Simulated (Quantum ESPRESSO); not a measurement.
# MoS2 (P-3m1) in Quantum ESPRESSO: reference runs

Reference runs on MoS2: the cell as given and a disturbed copy, then over a range of volumes.

Program: Quantum ESPRESSO 7.5. These are calculated values, not measurements. Logs are shortened: lines on timing, memory, paths and dates and some standing lists are left out, and cuts for length are marked.

## 1. Starting point

The structure is trigonal, space group P-3m1 (No. 164). Conventional cell: a = 3.227 Å, b = 3.227 Å, c = 6.312 Å, α = 90.00°, β = 90.00°, γ = 120.00°. Around Mo (site symmetry -3m) lie 6 S at 2.42 Å. S (site symmetry 3m) has 3 Mo at 2.42 Å as nearest neighbours.

Measurements of this composition are mostly on another form, of space group No. 194.

## 2. Single point, PBE

The input, pw.in:

```
&CONTROL
  calculation = 'scf'
  prefix = 'pwscf'
  outdir = './tmp'
  pseudo_dir = './pseudo'
  tprnfor = .true.
  tstress = .true.
  disk_io = 'nowf'
/
&SYSTEM
  ibrav = 0
  nat = 3
  ntyp = 2
  ecutwfc = 60
  ecutrho = 440
  nbnd = 20
  occupations = 'smearing'
  smearing = 'fd'
  degauss = 0.00367493
/
&ELECTRONS
  conv_thr = 6d-10
  electron_maxstep = 120
  mixing_beta = 0.5
/
ATOMIC_SPECIES
Mo    95.9500 Mo_ONCV_PBE-1.0.oncvpsp.upf
S     32.0600 s_pbe_v1.4.uspp.F.UPF
CELL_PARAMETERS angstrom
   3.2274645616    0.0000000000    0.0000000000
  -1.6137322808    2.7950663001    0.0000000000
   0.0000000000    0.0000000000    6.3124734200
ATOMIC_POSITIONS crystal
Mo     0.0000000000    0.0000000000    0.5000000000
S      0.6666666667    0.3333333333    0.7446806800
S      0.3333333333    0.6666666667    0.2553193200
K_POINTS automatic
9 9 4 0 0 0
```

Potentials or basis: SSSP 1.3 efficiency PBE.

Started as:

```sh
$ OMP_NUM_THREADS=1 pw.x -in pw.in > pw.out
```

pw.out:

```text
This program is part of the open-source Quantum ESPRESSO suite
     for quantum simulation of materials; please cite
[... 9 lines left out ...]
     --------------------
     sticks:   dense  smooth     PW     G-vecs:    dense   smooth      PW
     Sum        1135     613    187                59869    24023    3963

     Using Slab Decomposition

     bravais-lattice index     =            0
     lattice parameter (alat)  =       6.0990  a.u.
     unit-cell volume          =     384.2818 (a.u.)^3
     number of atoms/cell      =            3
     number of atomic types    =            2
     number of electrons       =        26.00
     number of Kohn-Sham states=           20
     kinetic-energy cutoff     =      60.0000  Ry
     charge density cutoff     =     440.0000  Ry
     scf convergence threshold =      6.0E-10
     mixing beta               =       0.5000
     number of iterations used =            8  plain     mixing
     Exchange-correlation=  SLA  PW   PBX  PBC
                           (   1   4   3   4   0   0   0)

     celldm(1)=   6.099024  celldm(2)=   0.000000  celldm(3)=   0.000000
     celldm(4)=   0.000000  celldm(5)=   0.000000  celldm(6)=   0.000000

     crystal axes: (cart. coord. in units of alat)
               a(1) = (   1.000000   0.000000   0.000000 )
               a(2) = (  -0.500000   0.866025   0.000000 )
               a(3) = (   0.000000   0.000000   1.955861 )

     reciprocal axes: (cart. coord. in units 2 pi/alat)
               b(1) = (  1.000000  0.577350 -0.000000 )
               b(2) = (  0.000000  1.154701  0.000000 )
               b(3) = (  0.000000 -0.000000  0.511284 )

     PseudoPot. # 1 for Mo read from file:
     Mo_ONCV_PBE-1.0.oncvpsp.upf
     Pseudo is Norm-conserving, Zval = 14.0
     Generated using ONCVPSP code by D. R. Hamann
     Using radial grid of 1526 points,  6 beta functions with:
                l(1) =   0
                l(2) =   0
                l(3) =   1
                l(4) =   1
                l(5) =   2
                l(6) =   2

     PseudoPot. # 2 for S  read from file:
     s_pbe_v1.4.uspp.F.UPF
     Pseudo is Ultrasoft + core correction, Zval =  6.0
     Generated by new atomic code, or converted to UPF format
     Using radial grid of  907 points,  6 beta functions with:
                l(1) =   0
                l(2) =   0
                l(3) =   1
                l(4) =   1
                l(5) =   2
                l(6) =   2
     Q(r) pseudized with  8 coefficients,  rinner =    1.300   1.300   1.300
                                                       1.300   1.300

     atomic species   valence    mass     pseudopotential
     Mo               14.00    95.95000     Mo( 1.00)
     S                 6.00    32.06000     S ( 1.00)

     12 Sym. Ops., with inversion, found

   Cartesian axes

     site n.     atom                  positions (alat units)
         1        Mo     tau(   1) = (   0.0000000   0.0000000   0.9779307  )
         2        S      tau(   2) = (   0.5000000   0.2886751   1.4564922  )
         3        S      tau(   3) = (  -0.0000000   0.5773503   0.4993692  )

     number of k points=    43  Fermi-Dirac smearing, width (Ry)=  0.0037
                       cart. coord. in units 2pi/alat
        k(    1) = (   0.0000000   0.0000000   0.0000000), wk =   0.0061728
        k(    2) = (   0.0000000   0.0000000   0.1278209), wk =   0.0123457
        k(    3) = (   0.0000000   0.0000000  -0.2556418), wk =   0.0061728
        k(    4) = (   0.0000000   0.1283001   0.0000000), wk =   0.0370370
        k(    5) = (   0.0000000   0.1283001   0.1278209), wk =   0.0370370
        k(    6) = (   0.0000000   0.1283001  -0.2556418), wk =   0.0370370
[... 35 lines left out ...]
        k(   42) = (  -0.1111111   0.4490502  -0.1278209), wk =   0.0740741
        k(   43) = (  -0.2222222   0.5132002  -0.1278209), wk =   0.0740741

     Dense  grid:    59869 G-vectors     FFT dimensions: (  45,  45,  80)

     Smooth grid:    24023 G-vectors     FFT dimensions: (  32,  32,  60)

     Initial potential from superposition of free atoms

     starting charge      25.9989, renormalised to      26.0000
     Starting wfcs are   18 randomized atomic wfcs +    2 random wfcs

     Self-consistent Calculation

     iteration #  1     ecut=    60.00 Ry     beta= 0.50
     Davidson diagonalization with overlap
     ethr =  1.00E-02,  avg # of iterations =  4.7

     Threshold (ethr) on eigenvalues was too large:
     Diagonalizing with lowered threshold

     Davidson diagonalization with overlap
     ethr =  2.95E-04,  avg # of iterations =  2.4

     total energy              =    -185.45846681 Ry
     estimated scf accuracy    <       0.08472430 Ry

     iteration #  2     ecut=    60.00 Ry     beta= 0.50
     Davidson diagonalization with overlap
     ethr =  3.26E-04,  avg # of iterations =  2.7

     total energy              =    -185.46290685 Ry
     estimated scf accuracy    <       0.03943741 Ry

     iteration #  3     ecut=    60.00 Ry     beta= 0.50
     Davidson diagonalization with overlap
     ethr =  1.52E-04,  avg # of iterations =  2.0

     total energy              =    -185.46880314 Ry
     estimated scf accuracy    <       0.05612074 Ry

     iteration #  4     ecut=    60.00 Ry     beta= 0.50
     Davidson diagonalization with overlap
     ethr =  1.52E-04,  avg # of iterations =  1.0

     total energy              =    -185.47571785 Ry
     estimated scf accuracy    <       0.00070802 Ry

     iteration #  5     ecut=    60.00 Ry     beta= 0.50
     Davidson diagonalization with overlap
     ethr =  2.72E-06,  avg # of iterations =  6.0

     total energy              =    -185.47581385 Ry
     estimated scf accuracy    <       0.00005007 Ry

     iteration #  6     ecut=    60.00 Ry     beta= 0.50
     Davidson diagonalization with overlap
     ethr =  1.93E-07,  avg # of iterations =  2.4

     total energy              =    -185.47582611 Ry
     estimated scf accuracy    <       0.00000201 Ry

     iteration #  7     ecut=    60.00 Ry     beta= 0.50
     Davidson diagonalization with overlap
     ethr =  7.74E-09,  avg # of iterations =  4.0

     total energy              =    -185.47582717 Ry
     estimated scf accuracy    <       0.00000010 Ry

     iteration #  8     ecut=    60.00 Ry     beta= 0.50
     Davidson diagonalization with overlap
     ethr =  3.92E-10,  avg # of iterations =  2.7

     total energy              =    -185.47582719 Ry
     estimated scf accuracy    <          8.0E-09 Ry

     iteration #  9     ecut=    60.00 Ry     beta= 0.50
     Davidson diagonalization with overlap
     ethr =  3.09E-11,  avg # of iterations =  3.3

     total energy              =    -185.47582720 Ry
     estimated scf accuracy    <          2.5E-09 Ry

     iteration # 10     ecut=    60.00 Ry     beta= 0.50
     Davidson diagonalization with overlap
     ethr =  9.54E-12,  avg # of iterations =  2.0

     End of self-consistent calculation

          k = 0.0000 0.0000 0.0000 (  3023 PWs)   bands (ev):

   -51.6132 -25.6476 -25.6263 -25.6263  -4.6669  -3.2249   3.5077   6.1303
     6.1303   8.3393   9.1212   9.2188   9.2188   9.8540   9.8540  13.3534
    13.3534  16.2443  16.3876  20.3446

          k = 0.0000 0.0000 0.1278 (  2999 PWs)   bands (ev):

   -51.6132 -25.6476 -25.6263 -25.6263  -4.5861  -3.3615   3.8419   6.1349
     6.1349   7.3603   9.2157   9.2157   9.7796   9.8199   9.8199  13.4309
    13.4309  16.1418  17.0784  19.7955

          k = 0.0000 0.0000-0.2556 (  3006 PWs)   bands (ev):

   -51.6132 -25.6477 -25.6263 -25.6263  -4.4859  -3.5155   4.2855   6.1395
     6.1395   6.6021   9.2127   9.2127   9.7867   9.7867  10.1026  13.5091
    13.5091  16.2116  17.8300  19.2142

          k = 0.0000 0.1283 0.0000 (  3037 PWs)   bands (ev):

   -51.6096 -25.6651 -25.6400 -25.6352  -4.4828  -3.1872   3.7445   5.7214
     6.2308   8.1044   8.6232   8.6326   9.1127  10.1618  10.4090  12.9461
    13.2896  16.9867  17.1080  19.2189

          k = 0.0000 0.1283 0.1278 (  3026 PWs)   bands (ev):

   -51.6096 -25.6651 -25.6400 -25.6352  -4.4019  -3.3159   4.0705   5.6114
     6.2409   7.7285   8.2237   8.6045   9.4507  10.3782  10.4462  12.8830
    13.4179  16.8943  17.7055  19.3793

          k = 0.0000 0.1283-0.2556 (  3026 PWs)   bands (ev):

   -51.6096 -25.6651 -25.6400 -25.6352  -4.3031  -3.4592   4.5133   5.4008
     6.2377   7.2631   8.1378   8.6059   9.5572  10.3951  10.7140  12.9071
    13.3853  16.9379  18.3398  19.0003

          k = 0.0000 0.2566 0.0000 (  3043 PWs)   bands (ev):

   -51.6003 -25.7620 -25.6576 -25.6206  -3.9816  -3.0834   4.3445   5.1841
     6.3672   6.3682   8.1507   8.4528   8.8590  10.5334  10.8313  13.0190
    13.3459  17.6309  17.8759  18.7760

          k = 0.0000 0.2566 0.1278 (  3039 PWs)   bands (ev):

   -51.6003 -25.7620 -25.6576 -25.6206  -3.8943  -3.2019   4.7099   4.9638
     6.3764   6.4151   7.9189   8.1228   9.1152  10.6241  10.8323  12.9533
    13.4181  17.7826  17.9811  18.9634

          k = 0.0000 0.2566-0.2556 (  3022 PWs)   bands (ev):

   -51.6003 -25.7620 -25.6576 -25.6206  -3.8137  -3.3002   4.6457   5.1933
     6.3353   6.3571   7.7036   8.1547   9.1503  10.8883  11.1045  12.5082
    13.2765  17.6777  17.7782  18.4713

          k = 0.0000 0.3849 0.0000 (  3023 PWs)   bands (ev):

   -51.5897 -25.8704 -25.6829 -25.5985  -3.3755  -2.8888   4.4284   4.9022
     5.5180   6.2591   7.4759   8.1938   8.6185  10.9623  11.1464  13.5909
    13.8014  16.8355  17.2140  18.0568

          k = 0.0000 0.3849 0.1278 (  3019 PWs)   bands (ev):

   -51.5897 -25.8704 -25.6829 -25.5985  -3.2803  -2.9997   4.4308   5.0394
     5.5649   6.2512   7.1682   8.2031   8.7444  10.9870  11.0071  13.5485
    14.0507  16.6136  17.4613  17.9463

          k = 0.0000 0.3849-0.2556 (  3018 PWs)   bands (ev):

   -51.5897 -25.8704 -25.6829 -25.5985  -3.3248  -2.9420   4.2553   4.8255
     5.8939   6.2211   7.4500   8.2702   8.5887  11.0274  11.3301  13.3612
    13.3679  16.2502  16.8521  18.4455
[... 123 lines left out ...]
   -51.5798 -25.8998 -25.7797 -25.5778  -2.8498  -2.5097   4.1015   4.6737
     5.6813   6.0558   6.3357   7.0945   9.8228  10.6879  11.4703  12.9267
    14.4132  16.7125  17.5464  18.8024

          k = 0.3333 0.5774 0.0000 (  3000 PWs)   bands (ev):

   -51.5779 -25.8515 -25.8515 -25.5741  -2.5925  -2.5925   4.6034   4.6034
     4.7832   6.2989   6.2989   6.7346  10.8027  10.9819  10.9819  13.0437
    13.0437  16.0578  19.2741  19.2741

          k = 0.3333 0.5774 0.1278 (  3012 PWs)   bands (ev):

   -51.5779 -25.8515 -25.8515 -25.5741  -2.5943  -2.5943   4.6127   4.6127
     4.8727   6.3263   6.3263   6.5738  10.7387  10.7387  10.8063  13.4156
    13.4156  16.6357  18.4765  18.4765

          k = 0.3333 0.5774-0.2556 (  3012 PWs)   bands (ev):

   -51.5779 -25.8515 -25.8515 -25.5741  -2.5961  -2.5961   4.6220   4.6220
     4.9795   6.3550   6.3550   6.3985  10.5378  10.5378  10.8097  13.7749
    13.7749  17.8884  17.8884  18.2760

          k = 0.0000 0.1283-0.1278 (  3026 PWs)   bands (ev):

   -51.6096 -25.6651 -25.6400 -25.6352  -4.4047  -3.3111   4.0458   5.6461
     6.2277   7.7443   8.1488   8.6338   9.4905  10.4271  10.4481  12.9695
    13.2566  16.8702  17.7326  18.9769

          k = 0.0000 0.2566-0.1278 (  3039 PWs)   bands (ev):

   -51.6003 -25.7620 -25.6576 -25.6206  -3.9246  -3.1585   4.3563   5.3324
     6.2782   6.3482   8.1316   8.1823   9.0079  10.8890  10.9973  12.5942
    13.2047  17.4470  17.6475  18.6232

          k = 0.0000 0.3849-0.1278 (  3019 PWs)   bands (ev):

   -51.5897 -25.8704 -25.6829 -25.5985  -3.4021  -2.8488   4.2375   4.7388
     5.8187   6.2286   7.8575   8.2613   8.3625  11.0001  11.5254  13.1129
    13.4048  16.1902  16.7418  19.4900

          k = 0.0000 0.5132-0.1278 (  3007 PWs)   bands (ev):

   -51.5828 -25.9402 -25.6993 -25.5840  -3.1653  -2.4380   3.4831   4.7441
     5.7574   6.0645   7.4670   8.2652   8.4574  11.0745  11.8929  13.5834
    13.8846  15.4639  16.3684  18.1470

          k =-0.1111 0.3208-0.1278 (  3022 PWs)   bands (ev):

   -51.5932 -25.8239 -25.6864 -25.6057  -3.5215  -3.0273   4.4727   5.2997
     5.5277   6.3731   7.2613   8.1709   9.1712  10.6492  11.4356  12.5504
    13.4946  17.2309  17.9338  19.0265

          k =-0.1111 0.4491-0.1278 (  3010 PWs)   bands (ev):

   -51.5844 -25.9054 -25.7147 -25.5875  -3.1500  -2.6333   4.0062   4.5937
     5.8830   6.1045   7.2190   7.5879   9.1616  10.9494  11.7338  12.7912
    13.9096  16.3004  17.1807  18.7851

          k =-0.2222 0.5132-0.1278 (  3006 PWs)   bands (ev):

   -51.5798 -25.8998 -25.7797 -25.5778  -2.8423  -2.5163   4.0835   4.6621
     5.6854   6.0882   6.2867   7.0938   9.9145  10.9285  11.4665  12.7059
    14.0462  16.8714  17.7953  18.1523

     the Fermi energy is    10.1696 ev

!    total energy              =    -185.47582720 Ry
     estimated scf accuracy    <          1.8E-11 Ry
     smearing contrib. (-TS)   =      -0.00064937 Ry
     internal energy E=F+TS    =    -185.47517782 Ry

     The total energy is F=E-TS. E is the sum of the following terms:
     one-electron contribution =     -97.16449805 Ry
     hartree contribution      =      58.38681782 Ry
     xc contribution           =     -32.53342027 Ry
     ewald contribution        =    -114.16407733 Ry

     convergence has been achieved in  10 iterations

     Forces acting on atoms (cartesian axes, Ry/au):

     atom    1 type  1   force =     0.00000000   -0.00000000    0.00000000
     atom    2 type  2   force =     0.00000000   -0.00000000    0.01130918
     atom    3 type  2   force =    -0.00000000   -0.00000000   -0.01130918

     Total force =     0.015994     Total SCF correction =     0.000004

     Computing stress (Cartesian axis) and pressure

          total   stress  (Ry/bohr**3)                   (kbar)     P=       10.38
   0.00000326  -0.00000000   0.00000000            0.48       -0.00        0.00
   0.00000000   0.00000326   0.00000000            0.00        0.48        0.00
   0.00000000   0.00000000   0.00020525            0.00        0.00       30.19

=------------------------------------------------------------------------------=
   JOB DONE.
=------------------------------------------------------------------------------=
```

It took 56 s on 1 thread of Intel Xeon Platinum 8259CL at 2.50GHz (Skylake/Cascade Lake), shared host; peak memory 0.28 GiB.

Results:

```yaml
Free_energy: -2523.5272 eV
Pressure: 1.0 GPa
Largest_force: 0.291 eV/Å
Band_gap_on_the_k_mesh: none (metal or under the smearing width)
```

Forces on the atoms (eV/Å):
```
Mo   0.000  0.000  0.000
S    0.000  0.000  0.291
S    0.000  0.000 -0.291
```

Caveat: this functional lacks dispersion, which binds the layers, so the pressure and a relaxed spacing across them are unreliable.

[end of part 1 of 2]
